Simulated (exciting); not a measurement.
# Sb (Pm-3m) in exciting: equation of state, part 2 of 2

exciting (release sodium). Earlier steps stand in the parts before.

**5. Equation of state, PBE, 31.55 Å³/atom**

input.xml

```xml
<input>
  <title>Sb</title>
  <structure speciespath="./" tshift="false">
    <crystal scale="1">
      <basevect>5.971534553817 0.000000000000 0.000000000000</basevect>
      <basevect>0.000000000000 5.971534553817 0.000000000000</basevect>
      <basevect>0.000000000000 0.000000000000 5.971534553817</basevect>
    </crystal>
    <species speciesfile="Sb.xml" rmt="2.3">
      <atom coord="0.000000000000 0.000000000000 0.000000000000"/>
    </species>
  </structure>
  <groundstate do="fromscratch" ngridk="8 8 8" rgkmax="9" gmaxvr="14" lmaxapw="10" lmaxmat="10" lmaxvr="8" xctype="GGA_PBE" stype="Fermi Dirac" swidth="0.00183747" nempty="8" ValenceRelativity="iora*" epsengy="1e-05" epspot="1e-05" maxscl="60" outputlevel="normal"/>
</input>
```

Potentials or basis: all-electron LAPW+lo, shipped species files, valence relativity iora*.

Launch:

```bash
> OMP_NUM_THREADS=1 exciting_smp
```

INFO.OUT:

```text
================================================================================
EXCITING SODIUM started
[... 10 lines left out ...]

 Lattice vectors (cartesian) :
      5.9715345538      0.0000000000      0.0000000000
      0.0000000000      5.9715345538      0.0000000000
      0.0000000000      0.0000000000      5.9715345538

 Reciprocal lattice vectors (cartesian) :
      1.0521893913      0.0000000000      0.0000000000
      0.0000000000      1.0521893913      0.0000000000
      0.0000000000      0.0000000000      1.0521893913

 Unit cell volume                           :     212.9402938165
 Brillouin zone volume                      :       1.1648815215

 Species :    1 (Sb)
     parameters loaded from                 :    Sb.xml
     name                                   :    antimony
     nuclear charge                         :     -51.00000000
     electronic charge                      :      51.00000000
     atomic mass                            :  221954.90190000
     muffin-tin radius                      :       2.30000000
     # of radial points in muffin-tin       :     400

     atomic positions (lattice) :
       1 :   0.00000000  0.00000000  0.00000000

 Total number of atoms per unit cell        :       1

 Spin treatment                             :    spin-unpolarised

 Number of Bravais lattice symmetries       :      48
 Number of crystal symmetries               :      48

 k-point grid                               :       8    8    8
 Total number of k-points                   :      35
 k-point set is reduced with crystal symmetries

 R^MT_min * |G+k|_max (rgkmax)              :       9.00000000
 Species with R^MT_min                      :       1 (Sb)
 Maximum |G+k| for APW functions            :       3.91304348
 Maximum |G| for potential and density      :      14.00000000

 G-vector grid sizes                        :      27    27    27
 Total number of G-vectors                  :    9843

 Maximum angular momentum used for
     APW functions                          :      10
     computing H and O matrix elements      :      10
     potential and density                  :       8
     inner part of muffin-tin               :       2

 Total nuclear charge                       :     -51.00000000
 Total electronic charge                    :      51.00000000
 Total core charge                          :      36.00000000
 Total valence charge                       :      15.00000000

 Number of empty states                     :       8
 Total number of valence states             :      16

 Maximum Hamiltonian size                   :     242
 Maximum number of plane-waves              :     228
 Total number of local-orbitals             :      14

 Exchange-correlation type                  :      20
     Perdew-Burke-Ernzerhof, Phys. Rev. Lett. 77, 3865 (1996)
     Generalised gradient approximation (GGA)

 Smearing scheme                            :    Fermi-Dirac
 Smearing width                             :       0.00183747

 Using multisecant Broyden potential mixing
[... 16 lines left out ...]
+ SCF iteration number :    1                                                  +
++++++++++++++++++++++++++++++++++++++++++++++++++++++++++++++++++++++++++++++++
 Total energy                               :     -6482.92339010
 _______________________________________________________________
 Fermi energy                               :         0.22374431
 Kinetic energy                             :      6842.40561412
 Coulomb energy                             :    -13154.61401269
 Exchange energy                            :      -167.95685272
 Correlation energy                         :        -2.75813881

 DOS at Fermi energy (states/Ha/cell)       :        26.87472273

 Electron charges :
     core                                   :        36.00000000
     core leakage                           :         0.00375596
     valence                                :        15.00000000
     interstitial                           :         2.92563743
     charge in muffin-tin spheres :
                  atom     1    Sb          :        48.07436257
     total charge in muffin-tins            :        48.07436257
     total charge                           :        51.00000000

++++++++++++++++++++++++++++++++++++++++++++++++++++++++++++++++++++++++++++++++
+ SCF iteration number :    2                                                  +
++++++++++++++++++++++++++++++++++++++++++++++++++++++++++++++++++++++++++++++++
 Total energy                               :     -6483.24276457
 _______________________________________________________________
 Fermi energy                               :         0.22166491
 Kinetic energy                             :      6842.07150973
 Coulomb energy                             :    -13154.59473025
 Exchange energy                            :      -167.96138756
 Correlation energy                         :        -2.75815649

 DOS at Fermi energy (states/Ha/cell)       :        26.85585732

 Electron charges :
     core                                   :        36.00000000
     core leakage                           :         0.00374337
     valence                                :        15.00000000
     interstitial                           :         2.92202245
     charge in muffin-tin spheres :
                  atom     1    Sb          :        48.07797755
     total charge in muffin-tins            :        48.07797755
     total charge                           :        51.00000000
[... 217 lines left out ...]
 RMS change in effective potential (target) :  0.422517E-08  ( 0.100000E-04)
 Absolute change in total energy   (target) :  0.417334E-05  ( 0.100000E-04)
 Charge distance                   (target) :  0.311340E-08  ( 0.100000E-04)

++++++++++++++++++++++++++++++++++++++++++++++++++++++++++++++++++++++++++++++++
+ SCF iteration number :   11                                                  +
++++++++++++++++++++++++++++++++++++++++++++++++++++++++++++++++++++++++++++++++
 Total energy                               :     -6483.63874250
 _______________________________________________________________
 Fermi energy                               :         0.21591223
 Kinetic energy                             :      6841.43712106
 Coulomb energy                             :    -13154.35406115
 Exchange energy                            :      -167.96367928
 Correlation energy                         :        -2.75812313

 DOS at Fermi energy (states/Ha/cell)       :        26.81508704

 Electron charges :
     core                                   :        36.00000000
     core leakage                           :         0.00372221
     valence                                :        15.00000000
     interstitial                           :         2.91662124
     charge in muffin-tin spheres :
                  atom     1    Sb          :        48.08337876
     total charge in muffin-tins            :        48.08337876
     total charge                           :        51.00000000

 RMS change in effective potential (target) :  0.830039E-08  ( 0.100000E-04)
 Absolute change in total energy   (target) :  0.143789E-05  ( 0.100000E-04)
 Charge distance                   (target) :  0.372485E-08  ( 0.100000E-04)

++++++++++++++++++++++++++++++++++++++++++++++++++++++++++++++++++++++++++++++++
| Convergency criteria checked for the last 2 iterations                       +
| Convergence targets achieved. Performing final SCF iteration                 +
++++++++++++++++++++++++++++++++++++++++++++++++++++++++++++++++++++++++++++++++
 Total energy                               :     -6483.63874377
 _______________________________________________________________
 Fermi energy                               :         0.21591224
 Kinetic energy                             :      6841.43712038
 Coulomb energy                             :    -13154.35406171
 Exchange energy                            :      -167.96367931
 Correlation energy                         :        -2.75812313

 DOS at Fermi energy (states/Ha/cell)       :        26.81506873

 Electron charges :
     core                                   :        36.00000000
     core leakage                           :         0.00372221
     valence                                :        15.00000000
     interstitial                           :         2.91662117
     charge in muffin-tin spheres :
                  atom     1    Sb          :        48.08337883
     total charge in muffin-tins            :        48.08337883
     total charge                           :        51.00000000

++++++++++++++++++++++++++++++++++++++++++++++++++++++++++++++++++++++++++++++++
[... 7 lines left out ...]

--------------------------------------------------------------------------------
- CAUTION! Warnings have been written in file WARNING.OUT !                    -
--------------------------------------------------------------------------------
================================================================================
| EXCITING SODIUM stopped                                                      =
================================================================================
```

EVALCORE.OUT:

```text
Species :    1 (Sb), atom :    1
 n =  1, l =  0, k =  1 :   -1112.582755
 n =  2, l =  0, k =  1 :   -168.9290153
 n =  2, l =  1, k =  1 :   -158.0103144
 n =  2, l =  1, k =  2 :   -148.7560181
 n =  3, l =  0, k =  1 :   -32.81444488
 n =  3, l =  1, k =  1 :   -28.35264426
 n =  3, l =  1, k =  2 :   -26.64494186
 n =  3, l =  2, k =  2 :   -18.76950475
 n =  3, l =  2, k =  3 :   -18.41461228
 n =  4, l =  0, k =  1 :   -5.083248052
 n =  4, l =  1, k =  1 :   -3.574752444
 n =  4, l =  1, k =  2 :   -3.259175086
```

WARNINGS.OUT:

```text
Inversion symmetry is present. Consider using input%groundstate%solver%type = "inversionsymmetry"
```

It took 21 s on 1 thread of Arm Neoverse V2, shared host; peak memory 0.1 GiB.

What came out:

- Free energy: -176428.8054 eV
- Band gap on the k mesh: none (metal or under the smearing width)
- All electrons inside the program's atomic spheres: Sb 48.08 (radii Sb 2.3 bohr)

Caveat: the log's total energy holds no entropy term; the free energy is that total less TS from the occupations.

**6. Equation of state, PBE, 32.19 Å³/atom (volume scaled by 1.02)**

Changes to input.xml since step 5:

```diff
@@ -4,5 +4,5 @@
     <crystal scale="1">
-      <basevect>5.971534553817 0.000000000000 0.000000000000</basevect>
-      <basevect>0.000000000000 5.971534553817 0.000000000000</basevect>
-      <basevect>0.000000000000 0.000000000000 5.971534553817</basevect>
+      <basevect>6.011082292777 0.000000000000 0.000000000000</basevect>
+      <basevect>0.000000000000 6.011082292777 0.000000000000</basevect>
+      <basevect>0.000000000000 0.000000000000 6.011082292777</basevect>
     </crystal>
```

Potentials or basis: all-electron LAPW+lo, shipped species files, valence relativity iora*.

Launch:

```bash
> OMP_NUM_THREADS=1 exciting_smp
```

Run time: 21 s. Hardware: 1 thread of Arm Neoverse V2, shared host; peak memory 0.1 GiB.

Results (log left out):

| Property | Result |
| --- | --- |
| Free energy | -176428.7942 eV |
| Band gap on the k mesh | none (metal or under the smearing width) |
| All electrons inside the program's atomic spheres | Sb 48.08 (radii Sb 2.3 bohr) |

Caveat: the log's total energy holds no entropy term; the free energy is that total less TS from the occupations.

**7. Equation of state, PBE, 32.82 Å³/atom (volume scaled by 1.04)**

Changes to input.xml since step 6:

```diff
@@ -4,5 +4,5 @@
     <crystal scale="1">
-      <basevect>6.011082292777 0.000000000000 0.000000000000</basevect>
-      <basevect>0.000000000000 6.011082292777 0.000000000000</basevect>
-      <basevect>0.000000000000 0.000000000000 6.011082292777</basevect>
+      <basevect>6.050116388491 0.000000000000 0.000000000000</basevect>
+      <basevect>0.000000000000 6.050116388491 0.000000000000</basevect>
+      <basevect>0.000000000000 0.000000000000 6.050116388491</basevect>
     </crystal>
```

Launch:

```bash
> OMP_NUM_THREADS=1 exciting_smp
```

It took 22 s on 1 thread of Arm Neoverse V2, shared host; peak memory 0.1 GiB.

It converged, with:

* Free energy: -176428.7803 eV
* Band gap on the k mesh: none (metal or under the smearing width)
* All electrons inside the program's atomic spheres: Sb 48.07 (radii Sb 2.3 bohr)

Caveat: the log's total energy holds no entropy term; the free energy is that total less TS from the occupations.

**8. Equation of state, PBE, 33.45 Å³/atom (volume scaled by 1.06)**

Changes to input.xml since step 7:

```diff
@@ -4,5 +4,5 @@
     <crystal scale="1">
-      <basevect>6.050116388491 0.000000000000 0.000000000000</basevect>
-      <basevect>0.000000000000 6.050116388491 0.000000000000</basevect>
-      <basevect>0.000000000000 0.000000000000 6.050116388491</basevect>
+      <basevect>6.088653200696 0.000000000000 0.000000000000</basevect>
+      <basevect>0.000000000000 6.088653200696 0.000000000000</basevect>
+      <basevect>0.000000000000 0.000000000000 6.088653200696</basevect>
     </crystal>
```

Launch:

```bash
> OMP_NUM_THREADS=1 exciting_smp
```

Run time: 23 s. Hardware: 1 thread of Arm Neoverse V2, shared host; peak memory 0.1 GiB.

It converged, with:

```
Free energy                                       : -176428.7636 eV
Band gap on the k mesh                            : none (metal or under the smearing width)
All electrons inside the program's atomic spheres : Sb 48.06 (radii Sb 2.3 bohr)
```

Caveat: the log's total energy holds no entropy term; the free energy is that total less TS from the occupations.

**9. Equation of state, PBE**

Potentials or basis: all-electron LAPW+lo, shipped species files, valence relativity iora*.

This step only gathers the single runs of the series.

What came out:

* Equilibrium volume: 30.19 Å³/atom
* Bulk modulus: 59 GPa
* Pressure derivative of the bulk modulus: 5.6 (rough: it moves with the points fitted)

Energy against volume, from the lowest point:
```tsv
volume (Å³/atom)	energy (meV/atom)
29.661	1.62
30.292	0.00
30.923	3.08
31.554	10.06
32.186	21.27
32.817	35.11
33.448	51.83
```
